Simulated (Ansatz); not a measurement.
## Sb: enthalpy against pressure

Sb, P6_3/mmc, a = 3.315 Å, c = 5.496 Å. This isn't the element's structure at ambient conditions. Ansatz: PBEsol, PAW, 420 eV, Γ-centred 15×15×8 mesh on 2 atoms, Gaussian smearing 0.10 eV; no spin polarisation. Cell and atoms are relaxed at each pressure, and no other structure is tried, so the rows at high pressure may lie past a change of phase. y is the enthalpy over the state at zero pressure; there V0 = 26.154 Å³/atom. The pressures are the targets, met within 0.02 GPa.

| P (GPa) | y (eV/atom) |
| --- | --- |
| -1.0 | -0.1644 |
| 0.0 | 0.0000 |
| 1.0 | 0.1620 |
| 4.0 | 0.6355 |
| 12.0 | 1.8247 |
| 25.0 | 3.5987 |
| 50.0 | ? |
| 90.0 | 11.0184 |

Question: Fit y = c1 P + c2 P² + c3 P³ to the other rows, say what c1 and c2 mean, and predict the missing value.

Answer: Least squares on the rows shown. y = 0.16119 P − 0.00079049 P² + 3.9980×10⁻⁶ P³. Since dH/dP = V, c1 is V0: 0.16119 eV/GPa × 160.2 = 25.823 Å³ against 26.154; c2 = −V0/(2B0) gives B0 = 102 GPa, where a Birch–Murnaghan fit to the volumes of the same runs (not shown) gives 69 GPa: a cubic over this range folds the higher terms into c2. Above P = −c2/(3 c3) = 66 GPa the cubic's slope, the volume, would rise with pressure, so the form fails there. At P = 50.0 the fit asked for gives 6.5830 eV/atom. The run gave 6.6665 eV/atom, so the fit is 0.0835 eV/atom too low, 0.75 % of the span of the series, against an rms of 0.0021 eV/atom on the fitted rows. With a term in P⁴ added, a fit to the same known rows predicts 6.7603 eV/atom, which misses by about as much or more on the other side: the known rows don't fix the higher terms. Also, this row ran on the mesh 18×18×8, its neighbour on 15×15×8, which can shift it a little.

The mesh isn't the same in all rows (15×15×8, 18×18×8, 18×18×10).